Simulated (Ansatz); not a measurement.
# SnO2: changing the functional

Space group Pa-3 (No. 205). a = 5.175 Å, b = 5.175 Å, c = 5.175 Å, α = 90.00°, β = 90.00°, γ = 90.00°
| atom | site | symmetry | x | y | z |
| --- | --- | --- | --- | --- | --- |
| Sn | 4a | .-3. | 0.0000 | 0.0000 | 0.0000 |
| O | 8c | .3. | 0.6611 | 0.8389 | 0.1611 |

Measurements of this composition are mostly on another form, of space group No. 136.

Kept alike: task band structure; k mesh 4 × 4 × 4; occupations fermi-dirac, width 0.05 eV; no spin polarisation. Program: Ansatz, Ansatz PAW. Cutoffs run from 420 to 500 eV. The mesh is that of the run's cell of 12 atoms. No spin-orbit coupling.

| run | band gap (eV) | pressure (GPa) |
| --- | --- | --- |
| A | 1.118 | -9.06 |
| B | 0.499 | -7.17 |
| C | 0.579 | 5.38 |
| D | 0.467 | -12.48 |

Pressure is positive in compression, with a Pulay correction for the finite cutoff. Gaps are the smaller of the mesh's and the band path's. All rows use potentials made for PBE.

**Question.** The runs differ in the functional (and the cutoff that goes with it) alone: BLYP; LDA; PBEsol; r2SCAN. Which run is which?

**Answer.** Run A is r2SCAN; run B is PBEsol; run C is BLYP; run D is LDA. The band gap runs from 0.467 (LDA) to 1.118 eV (r2SCAN). The pressure runs from -12.48 (LDA) to 5.38 GPa (BLYP). A positive pressure means that the functional's own cell is larger than the one given, a negative one that it is smaller.
